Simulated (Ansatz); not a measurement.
# MnSb: the cost of one run

Program: Ansatz 0.2.0. Level of theory: DFT, PBE, PAW with Ansatz's default frozen-core files, scalar-relativistic. These are calculated values, not measurements.

## Step 1: The starting structure

It takes space group Fm-3m (No. 225, cubic). The conventional cell has a = 5.590 Å, b = 5.590 Å, c = 5.590 Å, α = 90.00°, β = 90.00°, γ = 90.00°. Mn (site symmetry m-3m) has 6 Sb at 2.80 Å as nearest neighbours. Sb (site symmetry m-3m) has 6 Mn at 2.80 Å as nearest neighbours.

Structure file:

```xyz
2
Lattice="0.0000 2.7950 2.7950 2.7950 0.0000 2.7950 2.7950 2.7950 0.0000" Properties=species:S:1:pos:R:3 pbc="T T T"
Mn    0.0000    0.0000    0.0000
Sb    2.7950    2.7950    2.7950
```

Atoms are numbered in the order of the input: Mn1, Sb2.

## Step 2: Free moments from the typed start, PAW

input.yaml reads:

```yaml
crystal:
  lattice:
    - [0.0, 2.795016, 2.795016]
    - [2.795016, 0.0, 2.795016]
    - [2.795016, 2.795016, 0.0]
  atoms:
    - { symbol: Mn, position: [0.0, 0.0, 0.0], spin: 4.0 }
    - { symbol: Sb, position: [0.5, 0.5, 0.5] }
magnetization:
  spin_polarized: true
kpoints:
  mp_grid: { grid: [12, 12, 12] }
scf:
  occupations: { method: fermi_dirac, width: 0.08 }
hamiltonian:
  xc: pbe
  pseudopotentials: { kind: paw }
output:
  forces: true
  stress: true
  eigenvalues: true
  populations: true
```

On the command line:

```
$ ansatz run input.yaml --threads 1 --pin off --max-ram 3072MiB --backend cpu --events-out ev --progress --plain --runs-dir out
```

What time and memory should one allow on 1 thread of Arm Neoverse V2, shared host?

About 9.8 s, with a peak of 0.41 GiB.
